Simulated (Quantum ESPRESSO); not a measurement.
# Pb (Fm-3m) in Quantum ESPRESSO: a series of runs

The runs below take Pb through band structure, single point, equation of state, with PBE.

Program: Quantum ESPRESSO 7.5. These are calculated values, not measurements. Logs are shortened: lines on timing, memory, paths and dates and some standing lists are left out, and cuts for length are marked.

## (1) The crystal as given

Symmetry: Fm-3m, No. 225, cubic system. Conventional cell: a = 4.950 Å, b = 4.950 Å, c = 4.950 Å, α = 90.00°, β = 90.00°, γ = 90.00°. Pb (site symmetry m-3m) has 12 Pb at 3.50 Å as nearest neighbours.

## (2) Band structure, PBE

The input, pw.in:

```
&CONTROL
  calculation = 'scf'
  prefix = 'pwscf'
  outdir = './tmp'
  pseudo_dir = './pseudo'
  tprnfor = .true.
  tstress = .true.
  disk_io = 'low'
/
&SYSTEM
  ibrav = 0
  nat = 1
  ntyp = 1
  ecutwfc = 90
  nbnd = 18
  occupations = 'smearing'
  smearing = 'fd'
  degauss = 0.00367493
/
&ELECTRONS
  conv_thr = 2d-10
  electron_maxstep = 120
  mixing_beta = 0.5
/
ATOMIC_SPECIES
Pb   207.2000 Pb.upf
CELL_PARAMETERS bohr
   0.0000000000    4.6771099530    4.6771099530
   4.6771099530    0.0000000000    4.6771099530
   4.6771099530    4.6771099530    0.0000000000
ATOMIC_POSITIONS bohr
Pb     0.0000000000    0.0000000000    0.0000000000
K_POINTS automatic
9 9 9 0 0 0
```

The input, bands.in:

```
&CONTROL
  calculation = 'bands'
  prefix = 'pwscf'
  outdir = './tmp'
  pseudo_dir = './pseudo'
  disk_io = 'low'
  verbosity = 'high'
/
&SYSTEM
  ibrav = 0
  nat = 1
  ntyp = 1
  ecutwfc = 90
  nbnd = 18
  occupations = 'smearing'
  smearing = 'fd'
  degauss = 0.00367493
/
&ELECTRONS
  conv_thr = 1d-08
  electron_maxstep = 120
  mixing_beta = 0.5
  diago_full_acc = .true.
/
ATOMIC_SPECIES
Pb   207.2000 Pb.upf
CELL_PARAMETERS bohr
   0.0000000000    4.6771099530    4.6771099530
   4.6771099530    0.0000000000    4.6771099530
   4.6771099530    4.6771099530    0.0000000000
ATOMIC_POSITIONS bohr
Pb     0.0000000000    0.0000000000    0.0000000000
K_POINTS crystal
60
 0.0000000000  0.0000000000  0.0000000000 1
 0.0625000000  0.0000000000  0.0625000000 1
 0.1250000000  0.0000000000  0.1250000000 1
 0.1875000000  0.0000000000  0.1875000000 1
 0.2500000000  0.0000000000  0.2500000000 1
 0.3125000000  0.0000000000  0.3125000000 1
 0.3750000000  0.0000000000  0.3750000000 1
 0.4375000000  0.0000000000  0.4375000000 1
 0.5000000000  0.0000000000  0.5000000000 1
 0.5000000000  0.0625000000  0.5625000000 1
 0.5000000000  0.1250000000  0.6250000000 1
 0.5000000000  0.1875000000  0.6875000000 1
 0.5000000000  0.2500000000  0.7500000000 1
 0.4375000000  0.3125000000  0.7500000000 1
 0.3750000000  0.3750000000  0.7500000000 1
 0.3375000000  0.3375000000  0.6750000000 1
 0.3000000000  0.3000000000  0.6000000000 1
 0.2625000000  0.2625000000  0.5250000000 1
 0.2250000000  0.2250000000  0.4500000000 1
 0.1875000000  0.1875000000  0.3750000000 1
 0.1500000000  0.1500000000  0.3000000000 1
 0.1125000000  0.1125000000  0.2250000000 1
 0.0750000000  0.0750000000  0.1500000000 1
 0.0375000000  0.0375000000  0.0750000000 1
 0.0000000000  0.0000000000  0.0000000000 1
 0.0625000000  0.0625000000  0.0625000000 1
 0.1250000000  0.1250000000  0.1250000000 1
 0.1875000000  0.1875000000  0.1875000000 1
 0.2500000000  0.2500000000  0.2500000000 1
 0.3125000000  0.3125000000  0.3125000000 1
 0.3750000000  0.3750000000  0.3750000000 1
 0.4375000000  0.4375000000  0.4375000000 1
 0.5000000000  0.5000000000  0.5000000000 1
 0.5250000000  0.4500000000  0.5250000000 1
 0.5500000000  0.4000000000  0.5500000000 1
 0.5750000000  0.3500000000  0.5750000000 1
 0.6000000000  0.3000000000  0.6000000000 1
 0.6250000000  0.2500000000  0.6250000000 1
 0.5833333333  0.2500000000  0.6666666667 1
 0.5416666667  0.2500000000  0.7083333333 1
 0.5000000000  0.2500000000  0.7500000000 1
 0.5000000000  0.2857142857  0.7142857143 1
 0.5000000000  0.3214285714  0.6785714286 1
 0.5000000000  0.3571428571  0.6428571429 1
 0.5000000000  0.3928571429  0.6071428571 1
 0.5000000000  0.4285714286  0.5714285714 1
 0.5000000000  0.4642857143  0.5357142857 1
 0.5000000000  0.5000000000  0.5000000000 1
 0.4821428571  0.4821428571  0.5357142857 1
 0.4642857143  0.4642857143  0.5714285714 1
 0.4464285714  0.4464285714  0.6071428571 1
 0.4285714286  0.4285714286  0.6428571429 1
 0.4107142857  0.4107142857  0.6785714286 1
 0.3928571429  0.3928571429  0.7142857143 1
 0.3750000000  0.3750000000  0.7500000000 1
 0.6250000000  0.2500000000  0.6250000000 1
 0.5937500000  0.1875000000  0.5937500000 1
 0.5625000000  0.1250000000  0.5625000000 1
 0.5312500000  0.0625000000  0.5312500000 1
 0.5000000000  0.0000000000  0.5000000000 1
```

Potentials or basis: PseudoDojo 0.4 SR PBE stringent.

Started as:

```sh
$ OMP_NUM_THREADS=1 pw.x -in pw.in > pw.out
$ OMP_NUM_THREADS=1 pw.x -in bands.in > bands.out
```

pw.out:

```text
This program is part of the open-source Quantum ESPRESSO suite
     for quantum simulation of materials; please cite
[... 6 lines left out ...]
     using ibrav=0 with symmetry is DISCOURAGED, use correct ibrav instead

     G-vector sticks info
     --------------------
     sticks:   dense  smooth     PW     G-vecs:    dense   smooth      PW
     Sum        1069    1069    313                23505    23505    3839

     Using Slab Decomposition

     bravais-lattice index     =            0
     lattice parameter (alat)  =       6.6144  a.u.
     unit-cell volume          =     204.6269 (a.u.)^3
     number of atoms/cell      =            1
     number of atomic types    =            1
     number of electrons       =        22.00
     number of Kohn-Sham states=           18
     kinetic-energy cutoff     =      90.0000  Ry
     charge density cutoff     =     360.0000  Ry
     scf convergence threshold =      2.0E-10
     mixing beta               =       0.5000
     number of iterations used =            8  plain     mixing
     Exchange-correlation= PBE
                           (   1   4   3   4   0   0   0)

     celldm(1)=   6.614432  celldm(2)=   0.000000  celldm(3)=   0.000000
     celldm(4)=   0.000000  celldm(5)=   0.000000  celldm(6)=   0.000000

     crystal axes: (cart. coord. in units of alat)
               a(1) = (   0.000000   0.707107   0.707107 )
               a(2) = (   0.707107   0.000000   0.707107 )
               a(3) = (   0.707107   0.707107   0.000000 )

     reciprocal axes: (cart. coord. in units 2 pi/alat)
               b(1) = ( -0.707107  0.707107  0.707107 )
               b(2) = (  0.707107 -0.707107  0.707107 )
               b(3) = (  0.707107  0.707107 -0.707107 )

     PseudoPot. # 1 for Pb read from file:
     Pb.upf
     Pseudo is Norm-conserving + core correction, Zval = 22.0
     Generated using ONCVPSP code by D. R. Hamann
     Using radial grid of 1692 points,  7 beta functions with:
                l(1) =   0
                l(2) =   0
                l(3) =   1
                l(4) =   1
                l(5) =   2
                l(6) =   2
                l(7) =   3

     atomic species   valence    mass     pseudopotential
     Pb               22.00   207.20000     Pb( 1.00)

     48 Sym. Ops., with inversion, found

   Cartesian axes

     site n.     atom                  positions (alat units)
         1        Pb     tau(   1) = (   0.0000000   0.0000000   0.0000000  )

     number of k points=    35  Fermi-Dirac smearing, width (Ry)=  0.0037
                       cart. coord. in units 2pi/alat
        k(    1) = (   0.0000000   0.0000000   0.0000000), wk =   0.0027435
        k(    2) = (   0.0785674   0.0785674  -0.0785674), wk =   0.0219479
        k(    3) = (   0.1571348   0.1571348  -0.1571348), wk =   0.0219479
        k(    4) = (   0.2357023   0.2357023  -0.2357023), wk =   0.0219479
        k(    5) = (   0.3142697   0.3142697  -0.3142697), wk =   0.0219479
        k(    6) = (   0.1571348   0.0000000  -0.0000000), wk =   0.0164609
[... 27 lines left out ...]
        k(   34) = (  -0.0000000  -0.4714045   0.6285394), wk =   0.0658436
        k(   35) = (  -0.0785674  -0.3928371   0.7071068), wk =   0.0658436

     Dense  grid:    23505 G-vectors     FFT dimensions: (  40,  40,  40)

     Initial potential from superposition of free atoms

     starting charge      21.9979, renormalised to      22.0000
     Starting wfcs are   13 randomized atomic wfcs +    5 random wfcs

     Self-consistent Calculation

     iteration #  1     ecut=    90.00 Ry     beta= 0.50
     Davidson diagonalization with overlap
     ethr =  1.00E-02,  avg # of iterations =  4.9

     Threshold (ethr) on eigenvalues was too large:
     Diagonalizing with lowered threshold

     Davidson diagonalization with overlap
     ethr =  1.10E-05,  avg # of iterations =  6.1

     total energy              =    -419.57495823 Ry
     estimated scf accuracy    <       0.00247292 Ry

     iteration #  2     ecut=    90.00 Ry     beta= 0.50
     Davidson diagonalization with overlap
     ethr =  1.12E-05,  avg # of iterations =  2.2

     total energy              =    -419.57534652 Ry
     estimated scf accuracy    <       0.00017598 Ry

     iteration #  3     ecut=    90.00 Ry     beta= 0.50
     Davidson diagonalization with overlap
     ethr =  8.00E-07,  avg # of iterations =  1.6

     total energy              =    -419.57535049 Ry
     estimated scf accuracy    <       0.00003062 Ry

     iteration #  4     ecut=    90.00 Ry     beta= 0.50
     Davidson diagonalization with overlap
     ethr =  1.39E-07,  avg # of iterations =  1.0

     total energy              =    -419.57535262 Ry
     estimated scf accuracy    <       0.00000049 Ry

     iteration #  5     ecut=    90.00 Ry     beta= 0.50
     Davidson diagonalization with overlap
     ethr =  2.22E-09,  avg # of iterations =  2.1

     total energy              =    -419.57535267 Ry
     estimated scf accuracy    <       0.00000022 Ry

     iteration #  6     ecut=    90.00 Ry     beta= 0.50
     Davidson diagonalization with overlap
     ethr =  1.00E-09,  avg # of iterations =  2.0

     total energy              =    -419.57535272 Ry
     estimated scf accuracy    <          6.8E-10 Ry

     iteration #  7     ecut=    90.00 Ry     beta= 0.50
     Davidson diagonalization with overlap
     ethr =  3.11E-12,  avg # of iterations =  3.0

     total energy              =    -419.57535272 Ry
     estimated scf accuracy    <          4.0E-10 Ry

     iteration #  8     ecut=    90.00 Ry     beta= 0.50
     Davidson diagonalization with overlap
     ethr =  1.82E-12,  avg # of iterations =  2.2

     End of self-consistent calculation

          k = 0.0000 0.0000 0.0000 (  2891 PWs)   bands (ev):

  -126.4177 -68.0968 -68.0968 -68.0968  -3.6015  -3.6015  -3.6015  -3.4616
    -3.4616   1.7240  20.8939  20.8939  20.8939  23.2506  24.8136  25.9641
    25.9641  25.9641

          k = 0.0786 0.0786-0.0786 (  2939 PWs)   bands (ev):

  -126.4177 -68.0971 -68.0968 -68.0968  -3.6021  -3.5851  -3.5851  -3.4617
    -3.4617   1.9618  18.5253  20.6115  20.6115  22.8558  25.7902  26.4675
    26.4675  27.0311

          k = 0.1571 0.1571-0.1571 (  2935 PWs)   bands (ev):

  -126.4177 -68.0981 -68.0970 -68.0970  -3.6072  -3.5657  -3.5657  -3.4391
    -3.4391   2.6731  15.0592  20.0123  20.0123  22.5097  25.3396  26.0925
    26.0925  27.5707

          k = 0.2357 0.2357-0.2357 (  2929 PWs)   bands (ev):

  -126.4177 -68.0991 -68.0972 -68.0972  -3.6186  -3.5752  -3.5752  -3.3804
    -3.3804   3.8139  11.9446  19.4402  19.4402  22.4147  24.0422  25.1968
    25.1968  29.6002

          k = 0.3143 0.3143-0.3143 (  2953 PWs)   bands (ev):

  -126.4177 -68.0998 -68.0973 -68.0973  -3.6286  -3.5885  -3.5885  -3.3341
    -3.3341   5.0769   9.6718  19.1025  19.1025  22.5963  23.1602  24.7405
    24.7405  31.1521

          k = 0.1571 0.0000-0.0000 (  2930 PWs)   bands (ev):

  -126.4177 -68.0971 -68.0969 -68.0969  -3.6207  -3.5675  -3.5675  -3.4820
    -3.4473   2.0409  19.2078  19.7166  19.7166  22.4001  25.0002  27.1696
    27.3616  27.5025

          k = 0.2357 0.0786-0.0786 (  2933 PWs)   bands (ev):

  -126.4177 -68.0978 -68.0971 -68.0971  -3.6296  -3.5436  -3.5373  -3.4879
    -3.4233   2.5945  16.2370  18.8903  19.3838  22.5557  23.7585  26.6915
    27.8283  28.0022

          k = 0.3143 0.1571-0.1571 (  2945 PWs)   bands (ev):

  -126.4177 -68.0988 -68.0973 -68.0973  -3.6278  -3.5599  -3.5381  -3.4418
    -3.3704   3.5977  13.0632  18.3719  18.5703  22.0023  24.7097  26.5749
    26.8511  26.8696

          k = 0.3928 0.2357-0.2357 (  2949 PWs)   bands (ev):

  -126.4177 -68.0996 -68.0975 -68.0974  -3.6251  -3.5787  -3.5539  -3.3856
    -3.3294   4.8774  10.4892  17.7319  18.2710  21.6529  24.7916  25.9639
    26.4776  28.3184

          k =-0.2357-0.3928 0.3928 (  2942 PWs)   bands (ev):

  -126.4177 -68.0998 -68.0976 -68.0974  -3.6167  -3.5877  -3.5624  -3.3523
    -3.3357   5.4732   9.5698  17.1598  18.6316  21.8111  24.3215  25.4027
    26.8316  30.5417

          k =-0.1571-0.3143 0.3143 (  2939 PWs)   bands (ev):

  -126.4177 -68.0993 -68.0976 -68.0972  -3.6052  -3.5824  -3.5558  -3.3900
    -3.3584   4.4451  11.2565  16.9990  19.4107  22.4352  24.0331  25.2064
    27.5690  29.0544

          k =-0.0786-0.2357 0.2357 (  2941 PWs)   bands (ev):

  -126.4177 -68.0985 -68.0974 -68.0970  -3.6041  -3.5645  -3.5421  -3.4609
    -3.3959   3.2169  14.0685  17.3088  20.3930  23.4223  24.0068  25.4068
    26.9420  27.2341
[... 93 lines left out ...]
  -126.4176 -68.0995 -68.0980 -68.0975  -3.6057  -3.5883  -3.5002  -3.4065
    -3.3376   5.5744  10.3573  15.4178  17.2941  22.1276  24.3934  27.9006
    28.1900  28.9529

          k = 0.4714 0.1571-0.0000 (  2956 PWs)   bands (ev):

  -126.4177 -68.0991 -68.0979 -68.0977  -3.6806  -3.5948  -3.4503  -3.3765
    -3.3488   4.7812  12.8915  15.1697  16.3278  21.3749  22.2036  27.6553
    31.3641  31.7132

          k =-0.1571-0.4714 0.6285 (  2952 PWs)   bands (ev):

  -126.4176 -68.0993 -68.0983 -68.0978  -3.6507  -3.5828  -3.4629  -3.3861
    -3.3271   5.8982  11.4150  13.9278  15.6590  21.6814  24.3710  26.5873
    30.6245  31.5314

          k =-0.0786-0.3928 0.5500 (  2964 PWs)   bands (ev):

  -126.4176 -68.0993 -68.0986 -68.0978  -3.6261  -3.5386  -3.4708  -3.4332
    -3.3339   6.3214  10.9695  13.1128  15.9335  22.0590  25.7775  27.4395
    28.0806  30.5391

          k =-0.0000-0.3143 0.4714 (  2957 PWs)   bands (ev):

  -126.4176 -68.0992 -68.0984 -68.0976  -3.5988  -3.5687  -3.4884  -3.3957
    -3.3801   5.4835  11.9297  13.3441  16.8563  22.6525  25.3021  25.6896
    29.8677  30.0435

          k =-0.0786-0.5500 0.7071 (  2938 PWs)   bands (ev):

  -126.4176 -68.0996 -68.0983 -68.0980  -3.7102  -3.6390  -3.3845  -3.3437
    -3.3037   6.4323  11.0139  14.4353  14.7657  20.7570  21.7786  29.3628
    31.3856  33.2534

          k =-0.0000-0.4714 0.6285 (  2965 PWs)   bands (ev):

  -126.4176 -68.0993 -68.0986 -68.0980  -3.6646  -3.5929  -3.4221  -3.3949
    -3.3050   6.7801  11.1801  12.6883  14.9934  21.4584  24.1799  28.3583
    28.7566  32.4245

          k =-0.0786-0.3928 0.7071 (  2963 PWs)   bands (ev):

  -126.4176 -68.0991 -68.0988 -68.0980  -3.5936  -3.5799  -3.4991  -3.4088
    -3.3043   6.6611  11.6637  12.6107  14.2624  23.7704  24.8519  25.8164
    27.7957  33.3275

     the Fermi energy is    13.3372 ev

!    total energy              =    -419.57535272 Ry
     estimated scf accuracy    <          4.3E-12 Ry
     smearing contrib. (-TS)   =      -0.00022887 Ry
     internal energy E=F+TS    =    -419.57512385 Ry

     The total energy is F=E-TS. E is the sum of the following terms:
     one-electron contribution =    -226.84739893 Ry
     hartree contribution      =     112.50518281 Ry
     xc contribution           =     -68.00593786 Ry
     ewald contribution        =    -237.22696988 Ry

     convergence has been achieved in   8 iterations

     Forces acting on atoms (cartesian axes, Ry/au):

     atom    1 type  1   force =     0.00000000    0.00000000    0.00000000

     Total force =     0.000000     Total SCF correction =     0.000000

     Computing stress (Cartesian axis) and pressure

          total   stress  (Ry/bohr**3)                   (kbar)     P=       22.75
   0.00015464  -0.00000000  -0.00000000           22.75       -0.00       -0.00
  -0.00000000   0.00015464  -0.00000000           -0.00       22.75       -0.00
  -0.00000000  -0.00000000   0.00015464           -0.00       -0.00       22.75

=------------------------------------------------------------------------------=
   JOB DONE.
=------------------------------------------------------------------------------=
```

Wall time 47 s (1 thread of Arm Neoverse V1, shared host); peak memory 0.09 GiB.

Results:

```yaml
Free_energy: -5708.6135 eV
Pressure: 2.3 GPa
Band_gap_on_the_k_mesh: none (metal or under the smearing width)
```

Levels at the corners of the path, in eV from the Fermi level:
```csv
point,band 9,band 10,band 11,band 12,band 13,band 14
Γ,-16.80,-11.61,7.56,7.56,7.56,9.91
X,-16.63,-6.58,-3.13,2.19,2.19,5.52
W,-16.63,-6.48,-1.23,-1.23,0.41,11.00
K,-16.67,-6.66,-2.14,-1.08,3.12,6.61
Γ,-16.80,-11.61,7.56,7.56,7.56,9.91
L,-16.66,-7.99,-4.06,5.72,5.72,9.39
U,-16.67,-6.66,-2.14,-1.08,3.12,6.61
W,-16.63,-6.48,-1.23,-1.23,0.41,11.00
L,-16.66,-7.99,-4.06,5.72,5.72,9.39
K,-16.67,-6.66,-2.14,-1.08,3.12,6.61
U,-16.67,-6.66,-2.14,-1.08,3.12,6.61
X,-16.63,-6.58,-3.13,2.19,2.19,5.52
```

Caveat: spin-orbit coupling is left out, which moves the levels of the heavy elements.

(Part 1 of 2 ends here.)
